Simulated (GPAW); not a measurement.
# Bi (Im-3m) in GPAW: convergence with k mesh

Aim: find how far k mesh must go before the results for Bi settle, at revTPSS. This setting moves, with any that are tied to it; all else stays.

Program: GPAW 26.7.0. These are calculated values, not measurements. Logs are shortened: lines on timing, memory, paths and dates and some standing lists are left out, and cuts for length are marked. The log counts tension as positive stress, the text compression.

### Step 1. Starting point

The structure is cubic, space group Im-3m (No. 229). Conventional cell: a = 3.963 Å, b = 3.963 Å, c = 3.963 Å, α = 90.00°, β = 90.00°, γ = 90.00°. Around Bi (site symmetry m-3m) lie 8 Bi at 3.43 Å.

This isn't the form of Bi at room conditions, which is rhombohedral.

### Step 2. With k mesh 3 × 3 × 3

Contents of run.py:

```python
import json
import numpy as np
from ase import Atoms
from ase.dft.bandgap import bandgap
from ase.io import write
from ase.units import GPa
from gpaw import GPAW, PW

atoms = Atoms(['Bi'],
              cell=[[-1.9814305318, 1.9814305318, 1.9814305318],
                    [1.9814305318, -1.9814305318, 1.9814305318],
                    [1.9814305318, 1.9814305318, -1.9814305318]],
              scaled_positions=[[0.0, 0.0, 0.0]],
              pbc=True)

calc = GPAW(mode=PW(450),
            xc='MGGA_X_REVTPSS+MGGA_C_REVTPSS',
            kpts={'size': (3, 3, 3), 'gamma': True},
            occupations={'name': 'fermi-dirac', 'width': 0.05},
            nbands=15,
            convergence={'density': 1e-05, 'energy': 1e-05},
            eigensolver='davidson',
            maxiter=150,
            txt='gpaw.txt')
atoms.calc = calc
energy = atoms.get_potential_energy()
forces = atoms.get_forces()
stress = atoms.get_stress()
calc.write('gs.gpw')
write('result.traj', atoms)
print(f'Energy: {energy:.6f} eV')
print('Forces (eV/A):')
print(forces.round(4))
print('Stress (GPa):', (stress / GPa).round(3))
print('Fermi level:', round(calc.get_fermi_level(), 4), 'eV')
print(f'Gap: {bandgap(calc)[0]:.4f} eV, direct: {bandgap(calc, direct=True)[0]:.4f} eV')

size = (6, 6, 6)
dense = calc.fixed_density(kpts={'size': size, 'gamma': True}, update_fermi_level=True,
                           convergence={'bands': 'CBM+2.0', 'eigenstates': 1e-7}, txt='dense.txt')
ef = dense.get_fermi_level()
index = np.round(dense.get_bz_k_points() * size).astype(int) % size
recip = 2 * np.pi * atoms.cell.reciprocal()
sheets = []
for s, e_kn in enumerate(dense.eigenvalues()):
    for n in range(e_kn.shape[1] - 2):
        if e_kn[:, n].min() < ef < e_kn[:, n].max():
            e = np.empty(size)
            e[tuple(index.T)] = e_kn[dense.get_bz_to_ibz_map(), n] - ef
            de = np.array([(np.roll(e, -1, c) - np.roll(e, 1, c)) * size[c] / 2 for c in range(3)])
            v = np.linalg.norm(np.einsum('vc,cxyz->vxyz', np.linalg.inv(recip), de), axis=0)
            w = np.exp(-(e / 0.1)**2) / (0.1 * np.pi**0.5)
            sheets.append({'spin': s, 'band': n, 'filled': (e < 0).mean(), 'dos': w.mean(), 'bottom': e.min(), 'top': e.max(),
                           'velocity': (w * v).sum() / w.sum() * 1.519267e5, 'slice': e[:, :, 0].round(3).tolist()})
            print(f'spin {s} band {n}: filled share {sheets[-1]["filled"]:.3f}, from {e.min():.3f} to {e.max():.3f} eV,',
                  f'{w.mean():.3f} states/eV, mean velocity {sheets[-1]["velocity"]:.3e} m/s')
print('Fermi level on the dense mesh:', round(ef, 4), 'eV,', len(sheets), 'sheets')
json.dump({'ef': ef, 'sheets': sheets}, open('fermi.json', 'w'))
```

Potentials or basis: GPAW PAW data sets (gpaw-data 1.2.1), pw.

Started as:

```console
$ OMP_NUM_THREADS=1 python run.py
```

Wall time 11 s (1 thread of Arm Neoverse V2, shared host); peak memory 0.24 GiB.

Results:

```yaml
Free_energy: 59.8260 eV
Pressure: -2.4 GPa
Band_gap_on_the_k_mesh: none (metal or under the smearing width)
```

### Step 3. With k mesh 4 × 4 × 4

run.py: that of step 2 with these lines changed.

```diff
@@ -17,3 +17,3 @@
             xc='MGGA_X_REVTPSS+MGGA_C_REVTPSS',
-            kpts={'size': (3, 3, 3), 'gamma': True},
+            kpts={'size': (4, 4, 4), 'gamma': True},
             occupations={'name': 'fermi-dirac', 'width': 0.05},
```

Potentials or basis: GPAW PAW data sets (gpaw-data 1.2.1), pw.

Started as:

```console
$ OMP_NUM_THREADS=1 python run.py
```

Wall time 14 s (1 thread of Arm Neoverse V2, shared host); peak memory 0.24 GiB.

What came out:

```yaml
Free_energy: 60.4207 eV
Pressure: -0.8 GPa
Band_gap_on_the_k_mesh: none (metal or under the smearing width)
```

### Step 4. With k mesh 5 × 5 × 5

run.py: that of step 3 with these lines changed.

```diff
@@ -17,3 +17,3 @@
             xc='MGGA_X_REVTPSS+MGGA_C_REVTPSS',
-            kpts={'size': (4, 4, 4), 'gamma': True},
+            kpts={'size': (5, 5, 5), 'gamma': True},
             occupations={'name': 'fermi-dirac', 'width': 0.05},
@@ -37,3 +37,3 @@
 
-size = (6, 6, 6)
+size = (8, 8, 8)
 dense = calc.fixed_density(kpts={'size': size, 'gamma': True}, update_fermi_level=True,
```

Started as:

```console
$ OMP_NUM_THREADS=1 python run.py
```

Run time: 19 s. Hardware: 1 thread of Arm Neoverse V2, shared host; peak memory 0.24 GiB.

It converged, with:

- Free energy: 60.3854 eV
- Pressure: -2.2 GPa
- Band gap on the k mesh: none (metal or under the smearing width)

### Step 5. With k mesh 6 × 6 × 6

run.py: that of step 4 with these lines changed.

```diff
@@ -17,3 +17,3 @@
             xc='MGGA_X_REVTPSS+MGGA_C_REVTPSS',
-            kpts={'size': (5, 5, 5), 'gamma': True},
+            kpts={'size': (6, 6, 6), 'gamma': True},
             occupations={'name': 'fermi-dirac', 'width': 0.05},
@@ -37,3 +37,3 @@
 
-size = (8, 8, 8)
+size = (10, 10, 10)
 dense = calc.fixed_density(kpts={'size': size, 'gamma': True}, update_fermi_level=True,
```

Started as:

```console
$ OMP_NUM_THREADS=1 python run.py
```

It took 28 s on 1 thread of Arm Neoverse V2, shared host; peak memory 0.25 GiB.

The run converged. Its results:

| Quantity | Value |
| --- | --- |
| Free energy | 60.3035 eV |
| Pressure | -2.0 GPa |
| Band gap on the k mesh | none (metal or under the smearing width) |

### Step 6. With k mesh 7 × 7 × 7

run.py: that of step 5 with these lines changed.

```diff
@@ -17,3 +17,3 @@
             xc='MGGA_X_REVTPSS+MGGA_C_REVTPSS',
-            kpts={'size': (6, 6, 6), 'gamma': True},
+            kpts={'size': (7, 7, 7), 'gamma': True},
             occupations={'name': 'fermi-dirac', 'width': 0.05},
@@ -37,3 +37,3 @@
 
-size = (10, 10, 10)
+size = (12, 12, 12)
 dense = calc.fixed_density(kpts={'size': size, 'gamma': True}, update_fermi_level=True,
```

Potentials or basis: GPAW PAW data sets (gpaw-data 1.2.1), pw.

Started as:

```console
$ OMP_NUM_THREADS=1 python run.py
```

Wall time 39 s (1 thread of Arm Neoverse V2, shared host); peak memory 0.26 GiB.

The run converged. Its results:

```
Free energy            : 60.3277 eV
Pressure               : -1.2 GPa
Band gap on the k mesh : none (metal or under the smearing width)
```

### Step 7. With k mesh 9 × 9 × 9

run.py: that of step 6 with these lines changed.

```diff
@@ -17,3 +17,3 @@
             xc='MGGA_X_REVTPSS+MGGA_C_REVTPSS',
-            kpts={'size': (7, 7, 7), 'gamma': True},
+            kpts={'size': (9, 9, 9), 'gamma': True},
             occupations={'name': 'fermi-dirac', 'width': 0.05},
@@ -37,3 +37,3 @@
 
-size = (12, 12, 12)
+size = (14, 14, 14)
 dense = calc.fixed_density(kpts={'size': size, 'gamma': True}, update_fermi_level=True,
```

Started as:

```console
$ OMP_NUM_THREADS=1 python run.py
```

Run time: 58 s. Hardware: 1 thread of Arm Neoverse V2, shared host; peak memory 0.27 GiB.

The run converged. Its results:

```
Free energy            : 60.2746 eV
Pressure               : -2.2 GPa
Band gap on the k mesh : none (metal or under the smearing width)
```

### Step 8. With k mesh 10 × 10 × 10

run.py: that of step 7 with these lines changed.

```diff
@@ -17,3 +17,3 @@
             xc='MGGA_X_REVTPSS+MGGA_C_REVTPSS',
-            kpts={'size': (9, 9, 9), 'gamma': True},
+            kpts={'size': (10, 10, 10), 'gamma': True},
             occupations={'name': 'fermi-dirac', 'width': 0.05},
@@ -37,3 +37,3 @@
 
-size = (14, 14, 14)
+size = (16, 16, 16)
 dense = calc.fixed_density(kpts={'size': size, 'gamma': True}, update_fermi_level=True,
```

Potentials or basis: GPAW PAW data sets (gpaw-data 1.2.1), pw.

Started as:

```console
$ OMP_NUM_THREADS=1 python run.py
```

gpaw.txt:

```text
__  _  _
 | _ |_)|_||  |
 |__||  | ||/\| - 26.7.0

Input parameters:
  mode=PW(ecut=450.00000000000006),
  convergence={'density': 1e-05, 'energy': 1e-05},
  eigensolver=Davidson(niter=2),
  kpts=MonkhorstPack(size=(10, 10, 10), gamma=True),
  maxiter=150,
  nbands=15,
  occupations=Occupations(name='fermi-dirac', width=0.05),
  xc=XC(name='MGGA_X_REVTPSS+MGGA_C_REVTPSS')

Diagonalizing LCAO Hamiltonian
Converting LCAO to pw mode

       Bi

Atoms  # Å, Bohr magnetons
|   | symbol |        x |        y |        z |    initial magnetic moments |
|---|--------|----------|----------|----------|-----------------------------|
| 0 |     Bi | 0.000000 | 0.000000 | 0.000000 | ( 0.0000,  0.0000,  0.0000) |

Unit cell  # Å
| periodic |         x |         y |         z |  lengths |     angles |
|----------|-----------|-----------|-----------|----------|------------|
|      yes | -1.981431 |  1.981431 |  1.981431 | 3.431938 | 109.471221 |
|      yes |  1.981431 | -1.981431 |  1.981431 | 3.431938 | 109.471221 |
|      yes |  1.981431 |  1.981431 | -1.981431 | 3.431938 | 109.471221 |

Number of symmetries: 48
Symmetry operations  # r_c * U_cc + t_c -> r_c
|    | kind |            matrix            |
|----|------|------------------------------|
|  0 |  σ   |  1, 1, 1,  0, 0,-1,  0,-1, 0 |
|  1 |  C4  |  1, 1, 1,  0, 0,-1, -1, 0, 0 |
|  2 |  C2  |  1, 1, 1,  0,-1, 0,  0, 0,-1 |
|  3 |  S6  |  1, 1, 1,  0,-1, 0, -1, 0, 0 |
|  4 |  S6  |  1, 1, 1, -1, 0, 0,  0, 0,-1 |
|  5 |  C4  |  1, 1, 1, -1, 0, 0,  0,-1, 0 |
|  6 |  E   |  1, 0, 0,  0, 1, 0,  0, 0, 1 |
|  7 |  σ   |  1, 0, 0,  0, 1, 0, -1,-1,-1 |
|  8 |  σ   |  1, 0, 0,  0, 0, 1,  0, 1, 0 |
|  9 |  C3  |  1, 0, 0,  0, 0, 1, -1,-1,-1 |
| 10 |  C3  |  1, 0, 0, -1,-1,-1,  0, 1, 0 |
| 11 |  σ   |  1, 0, 0, -1,-1,-1,  0, 0, 1 |
| 12 |  σ   |  0, 1, 0,  1, 0, 0,  0, 0, 1 |
| 13 |  C2  |  0, 1, 0,  1, 0, 0, -1,-1,-1 |
| 14 |  C3  |  0, 1, 0,  0, 0, 1,  1, 0, 0 |
| 15 |  S4  |  0, 1, 0,  0, 0, 1, -1,-1,-1 |
| 16 |  S4  |  0, 1, 0, -1,-1,-1,  1, 0, 0 |
[... 117 lines left out ...]
  Good broyden scale: 1.0
  Trust region scale: 1.0
  Backstep threshold: 4.0
  History deletion threshold: 6.0
  Fourier metric: weight=20.0, sigma=0.015

occupation numbers:
  Fermi-Dirac:
    width: 0.0500  # eV

poisson solver:
  ecut: 3600.0000000000005  # eV

xc functional:
  name: MGGA_X_REVTPSS+MGGA_C_REVTPSS with 2 nearest neighbor stencil

convergence criteria:
[... 6 lines left out ...]
|iter     | |      energy | eigst |  dens |
|---------|-|-------------|-------|-------|
|iter:   1| |  123.141187 | +2.80 |       |
|iter:   2| |   60.663443 | +0.25 | -1.10 |
|iter:   3| |   60.270593 | -1.47 | -1.80 |
|iter:   4| |   60.269653 | -3.14 | -1.78 |
|iter:   5| |   60.281953 | -3.54 | -1.80 |
|iter:   6| |   60.281807 | -4.04 | -2.19 |
|iter:   7| |   60.281419 | -5.12 | -2.63 |
|iter:   8| |   60.281072 | -4.55 | -2.74 |
|iter:   9| |   60.281029 | -6.21 | -2.95 |
|iter:  10| |   60.281055c| -6.26 | -2.98 |
|iter:  11| |   60.281062c| -6.99 | -3.02 |
|iter:  12| |   60.281136c| -5.05 | -3.05 |
|iter:  13| |   60.281124c| -5.97 | -3.37 |
|iter:  14| |   60.281123c| -7.74c| -4.12 |
|iter:  15| |   60.281123c| -9.25c| -4.90 |
|iter:  16| |   60.281123c| -9.95c| -5.66c|

Converged in 16 steps
Energy contributions relative to reference atoms: (reference = -584848.382953)

Energy contributions:
  Kinetic:          13.373432
  Coulomb:         -12.317823
  Zero:             -1.364945
  External:          0.000000
  Xc:               60.593532
  Entropy:          -0.006149
  Spinorbit:         0.000000
  ----------------------------
  Free energy:      60.278048
  Extrapolated:     60.281123

dipole moment: (-7.706802, -7.706802, -7.706802)  # |e|*Ang

Fermi level: 7.584
Eigenvalues  # (at kpt = [0.000, 0.000, 0.000])
| band index |      eig [eV] | occ [0-2] |
|------------|---------------|-----------|
|          0 |       -15.835 |     2.000 |
|          1 |       -15.835 |     2.000 |
|          2 |       -15.835 |     2.000 |
|          3 |       -15.708 |     2.000 |
|          4 |       -15.708 |     2.000 |
|          5 |        -5.920 |     2.000 |
|          6 |        12.768 |     0.000 |
|          7 |        12.768 |     0.000 |
|          8 |        12.768 |     0.000 |
|          9 |        16.892 |     0.000 |
|         10 |        18.073 |     0.000 |
|         11 |        18.073 |     0.000 |
|         12 |        18.073 |     0.000 |
|         13 |        19.330 |     0.000 |
|         14 |        19.330 |     0.000 |

No gap
No difference between direct/indirect transitions

Forces  # eV/Ang
|        x |       y |       z |
|----------|---------|---------|
| -0.00000 | 0.00000 | 0.00000 |  # Bi   0

Stress tensor  # eV/Ang^3
|         x |         y |         z |
|-----------|-----------|-----------|
|  0.013241 |  0.000000 | -0.000000 |
|  0.000000 |  0.013241 | -0.000000 |
| -0.000000 | -0.000000 |  0.013241 |

# Writing to gs.gpw (mode='')
```

stdout:

```text
Energy: 60.281123 eV
Forces (eV/A):
[[-0.  0.  0.]]
Stress (GPa): [ 2.121  2.121  2.121 -0.    -0.     0.   ]
Fermi level: 7.5839 eV
Gap: 0.0000 eV, direct: 0.0000 eV
spin 0 band 6: filled share 0.908, from -5.123 to 5.213 eV, 0.100 states/eV, mean velocity 1.685e+06 m/s
spin 0 band 7: filled share 0.505, from -3.236 to 5.213 eV, 0.248 states/eV, mean velocity 1.238e+06 m/s
spin 0 band 8: filled share 0.085, from -2.371 to 5.213 eV, 0.045 states/eV, mean velocity 1.473e+06 m/s
Fermi level on the dense mesh: 7.555 eV, 3 sheets
```

dense.txt:

```text
Diagonalizing LCAO Hamiltonian
Converting LCAO to pw mode
convergence criteria:
- Maximum integral of absolute [eigenst]ate change: 1e-07 eV^2 / valence electron
maximum number of iterations: 150

SCF iterations
|iter     | |      energy | eigst |  dens |
|---------|-|-------------|-------|-------|
|iter:   1| |             | -0.36 |       |
|iter:   2| |             | -2.54 |       |
|iter:   3| |             | -4.17 |       |
|iter:   4| |             | -5.57 |       |
|iter:   5| |             | -6.84 |       |
|iter:   6| |             | -8.01c|       |
SCF steps: 6
  __  _  _
 | _ |_)|_||  |
 |__||  | ||/\| - 26.7.0

Input parameters:
  mode=PW(ecut=450.00000000000006),
  convergence={'bands': 'CBM+2.0', 'eigenstates': 1e-07},
  eigensolver=Davidson(niter=2),
  gpts=array([18, 18, 18]),
  kpts=MonkhorstPack(size=(16, 16, 16), gamma=True),
  maxiter=150,
  nbands=15,
  occupations=Occupations(name='fermi-dirac', width=0.05),
  xc=XC(name='MGGA_X_REVTPSS+MGGA_C_REVTPSS')
```

It took 78 s on 1 thread of Arm Neoverse V2, shared host; peak memory 0.29 GiB.

What came out:

```yaml
Free_energy: 60.2780 eV
Pressure: -2.1 GPa
Band_gap_on_the_k_mesh: none (metal or under the smearing width)
```

### Step 9. Summary

| k mesh | energy less the tightest run, at zero smearing (meV/atom) | pressure (GPa) | SCF cycles | CPU time (s) | peak memory (GiB) |
| --- | --- | --- | --- | --- | --- |
| 3 × 3 × 3 | -439.82 | -2.39 | 15 | 11 | 0.24 |
| 4 × 4 × 4 | 145.87 | -0.80 | 16 | 14 | 0.24 |
| 5 × 5 × 5 | 116.52 | -2.20 | 16 | 19 | 0.24 |
| 6 × 6 × 6 | 30.26 | -2.02 | 16 | 28 | 0.25 |
| 7 × 7 × 7 | 50.84 | -1.22 | 16 | 39 | 0.26 |
| 9 × 9 × 9 | -4.35 | -2.24 | 16 | 58 | 0.27 |
| 10 × 10 × 10 | 0.00 | -2.12 | 16 | 78 | 0.29 |

Not settled before the last step: the energy (to 1 meV/atom), the pressure (to 0.1 GPa). Meshes of other sizes hit other points, so gaps and Fermi surfaces needn't settle smoothly. The tightest run that finished is the yardstick and may itself not be fully converged.

Caveats: the cutoff is short for stress and forces, so pressures can be off by a GPa or more; the PAW data sets were made with another functional, which shifts forces and pressure a little; spin-orbit coupling is left out, which moves the levels of the heavy elements.
